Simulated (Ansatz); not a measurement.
Predict the output of the script below (the Python package of Ansatz (0.2.0)).

Contents of `tac.cif`:
```cif
data_TaC
_cell_length_a 3.143797
_cell_length_b 3.143797
_cell_length_c 3.143797
_cell_angle_alpha 60.00000
_cell_angle_beta 60.00000
_cell_angle_gamma 60.00000
_symmetry_space_group_name_H-M 'P 1'
_symmetry_Int_Tables_number 1
loop_
_symmetry_equiv_pos_as_xyz
'x, y, z'
loop_
_atom_site_label
_atom_site_type_symbol
_atom_site_fract_x
_atom_site_fract_y
_atom_site_fract_z
Ta1 Ta    0.000000    0.000000    0.000000
C2 C    0.500000    0.500000    0.500000
```

The script, `tac_elastic.py`:
```python
"""Stiffness tensor and moduli of TaC."""

import ansatz as az
from ase.io import read
import numpy as np

atoms = read("tac.cif")
crystal = az.Crystal.from_ase(atoms)

calculation = (
    crystal.calculation()
    .functional("pbe")
    .basis(34 * az.Ry)
    .occupations(az.OccupationsMethod.METHFESSEL_PAXTON, width=0.1)
    .kpoints(17, 17, 17)
)
out = calculation.elastic(az.ElasticMode.RELAXED_ION).run()
elastic = out.elastic

C = np.asarray(elastic.c_gpa)
for i in range(6):
    for j in range(i, 6):
        if abs(C[i, j]) > 0.05:
            print(f"C{i + 1}{j + 1} = {C[i, j]:.1f} GPa")
print("smallest eigenvalue of C:", round(elastic.stability.min_eigenvalue_gpa, 1), "GPa; tensor positive definite:", elastic.stability.min_eigenvalue_gpa > 0)
# averaged moduli need a positive definite tensor
if elastic.stability.min_eigenvalue_gpa > 0:
    m = elastic.moduli
    print(f"K = {m.k_hill_gpa:.1f}, G = {m.g_hill_gpa:.1f}, E = {m.youngs_gpa:.1f} GPa, Poisson ratio {m.poisson:.3f}, K/G = {m.k_hill_gpa / m.g_hill_gpa:.2f}")
```

```console
$ python tac_elastic.py
C11 = 601.2 GPa
C12 = 211.6 GPa
C13 = 243.5 GPa
C14 = -45.1 GPa
C22 = 601.2 GPa
C23 = 243.5 GPa
C24 = 45.1 GPa
C33 = 569.4 GPa
C44 = 226.7 GPa
C55 = 226.7 GPa
C56 = -45.1 GPa
C66 = 194.8 GPa
smallest eigenvalue of C: 163.0 GPa; tensor positive definite: True
K = 352.1, G = 196.2, E = 496.4 GPa, Poisson ratio 0.265, K/G = 1.79
```

What to keep in mind:
- The run is spin-unpolarised.
- The cell isn't relaxed first, so the values belong to this volume.
- A positive definite tensor excludes instabilities under uniform strain alone; phonons elsewhere in the zone can still be imaginary.
- Of the deposited cell: the entry's cell lengths or inner coordinates differ somewhat from later room-temperature determinations.
- Spin-orbit coupling, which matters for elements this heavy, is left out.
- At these settings the cell as given stands under about 7 GPa, so it isn't at this functional's equilibrium volume.
- The starting cell is as deposited in a crystallographic database; the results hold for this polymorph, which needn't be the stable one.
- Shear constants of a metal converge slowly with the k-point mesh and can be wrong in sign on a coarse one; the constants belong to the cell that was strained.
- Run time: 3.7 min on 1 thread of Arm Neoverse N1, on a shared host, peak memory 0.8 GiB.

(A comment or docstring line of the script was reworded after the run, the code is as it ran.)
